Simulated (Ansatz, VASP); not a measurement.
**Two plane-wave programs on BN**

The input INCAR:

```
SYSTEM = BN
ALGO     = Normal         ! electronic algorithm
EDIFF    = 1E-7           ! SCF threshold, eV
ENCUT    = 520            ! plane-wave cutoff, eV
GGA      = PE             ! functional
ISIF     = 2              ! what is computed and relaxed
ISMEAR   = 0              ! smearing method
IVDW     = 12             ! dispersion correction
LASPH    = .TRUE.         ! aspherical terms in the spheres
LCHARG   = .FALSE.        ! write CHGCAR
LREAL    = .FALSE.        ! projectors in reciprocal space
LWAVE    = .FALSE.        ! write WAVECAR
NBANDS   = 16             ! bands
NELM     = 60             ! most SCF steps
PREC     = Accurate       ! precision mode
SIGMA    = 0.05           ! smearing width, eV
```

The input KPOINTS:

```
k-points
0
G
  12 12 4
  0 0 0
```

POSCAR

```
BN
1.0
    2.5064381127      0.0000000000      0.0000000000
   -1.2532190564      2.1706390786      0.0000000000
    0.0000000000      0.0000000000      6.6168474520
B N
2 2
Direct
    0.3333333333      0.6666666667      0.2500000000
    0.6666666667      0.3333333333      0.7500000000
    0.3333333333      0.6666666667      0.7500000000
    0.6666666667      0.3333333333      0.2500000000
```

Input for Ansatz:

```yaml
crystal:
  lattice:
    - [2.5064381059, 0.0, 0.0]
    - [-1.253219053, 2.1706390727, 0.0]
    - [0.0, 0.0, 6.6168468515]
  atoms:
    - { symbol: B, position: [0.3333333333, 0.6666666667, 0.25] }
    - { symbol: B, position: [0.6666666667, 0.3333333333, 0.75] }
    - { symbol: "N", position: [0.3333333333, 0.6666666667, 0.75] }
    - { symbol: "N", position: [0.6666666667, 0.3333333333, 0.25] }
basis:
  ecutwfc: 420
kpoints:
  mp_grid: { grid: [12, 12, 4] }
hamiltonian:
  xc: pbe
  dispersion: d3bj
scf:
  occupations: { method: gaussian, width: 0.05 }
output:
  forces: true
  stress: true
  eigenvalues: true
  write_density: true
  write_potential: true
  elf: true
  volumetric_format: npy
```

Alike in both runs: task single point; functional PBE; dispersion D3(BJ); k mesh 12 × 12 × 4; occupations gaussian, width 0.05 eV; no spin polarisation.

|  | VASP | Ansatz |
| --- | --- | --- |
| version | VASP 6.6.1 | Ansatz 0.2.0 |
| potentials or method | VASP PAW PBE potentials, release 64 (B, N) | scalar-relativistic, plane waves, PAW |
| plane-wave cutoff (eV) | 520 | 420 |
| valence electrons in the cell | 16 | 16 |

|  | VASP | Ansatz | Ansatz less VASP |
| --- | --- | --- | --- |
| gap on the k mesh at the Fermi level (eV) | 4.27 | 4.27 | +0.007 |
| least direct gap on the mesh (eV) | 4.63 | 4.64 | +0.003 |
| pressure (GPa) | 0.1 | 0.0 | -0.07 |
| largest component of the traceless stress (GPa) | 0.22 | 0.01 | -0.208 |

A k mesh can miss the band edges. A hybrid or GW would open this gap; PBE tends to underestimate it.
